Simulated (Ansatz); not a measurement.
Bands of AlN

```
CELL_PARAMETERS angstrom
0.00000 1.97800 1.97800
1.97800 0.00000 1.97800
1.97800 1.97800 0.00000
ATOMIC_POSITIONS crystal
Al 0.00000 0.00000 0.00000
N 0.50000 0.50000 0.50000
```

Atoms are numbered in the order listed.

The cell comes from COD entry 1523095, which wasn't checked; take it as a given geometry.

Level of theory: DFT, LDA, all-electron LAPW, scalar-relativistic (Ansatz 0.2.0).

Sampling and basis: a Γ-centred 10×10×10 k mesh, Fermi–Dirac smearing of 0.02 eV, basis error target 1 meV/atom, no spin polarisation.

Points in fractions of the reciprocal vectors of this cell: Γ (0, 0, 0), X (0.5, 0, 0.5), U (0.625, 0.25, 0.625), K (0.375, 0.375, 0.75), L (0.5, 0.5, 0.5), W (0.5, 0.25, 0.75). The path joins them by straight lines in the order Γ–X–U–K–Γ–L–W–X; legs that retrace an earlier one aren't tabulated. Energies are in eV from the top of the valence band.

Question: List the levels at U between -14 and 8 eV.

Answer: -13.28, -6.95, -5.78, -2.47, 6.14.

Question: List the levels at Γ between -14 and 8 eV.

Answer: 0.00 (×3), 6.74.

Question: List the levels at K between -14 and 8 eV.

Answer: -13.28, -6.95, -5.78, -2.47, 6.14.

Question: What is the band gap?

Answer: 5.09 eV, indirect from Γ to X (0.5, 0, 0.5).

Kohn–Sham gaps of semilocal functionals usually fall short of measured ones.
